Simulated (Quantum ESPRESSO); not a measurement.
The system is Te.

```
CELL_PARAMETERS angstrom
4.44693 0.00000 0.00000
-2.22347 3.85115 0.00000
0.00000 0.00000 5.91492
ATOMIC_POSITIONS crystal
Te 0.73100 0.73100 0.50000
Te 0.00000 0.26900 0.83333
Te 0.26900 0.00000 0.16667
```

```yaml
Program: Quantum ESPRESSO 7.5
Task: single point
Functional: PBE
Potentials_or_basis: SSSP 1.3 efficiency PBE
Cutoff: 748 eV
Density_cutoff: 5987 eV
k_mesh: 7 × 7 × 5
Occupations: fermi-dirac, width 0.05 eV
Spin: no spin polarisation
```

On this cell: pressure 1.7 GPa; largest force 0.266 eV/Å; band gap on the k mesh 0.62 eV, indirect (least direct gap 0.80 eV).

The same run follows on a disturbed copy (atoms moved at random, drawn with an rms of 0.05 Å):

```
CELL_PARAMETERS angstrom
4.44693 0.00000 0.00000
-2.22347 3.85115 0.00000
0.00000 0.00000 5.91492
ATOMIC_POSITIONS crystal
Te 0.73151 0.72765 0.50309
Te 0.98345 0.24604 0.83309
Te 0.26909 0.00057 0.17046
```

Problem. What does the disturbed cell give?

Solution. The energy moves by +10.4 meV/atom; pressure 2.3 GPa; largest force 0.591 eV/Å; band gap on the k mesh 0.60 eV, indirect (least direct gap 0.70 eV).

Forces in eV/Å, atoms in the order of the input:
```
Te  -0.199 -0.426 -0.151
Te  -0.081  0.546  0.213
Te   0.280 -0.119 -0.062
```

Stress tensor (GPa, compression positive):
```
 1.58 -0.03 -0.03
-0.03  2.42  0.72
-0.03  0.72  2.82
```

Caveats: spin-orbit coupling is left out, which moves the levels of the heavy elements; an odd mesh through Γ misses points on the zone boundary, where band edges often lie.
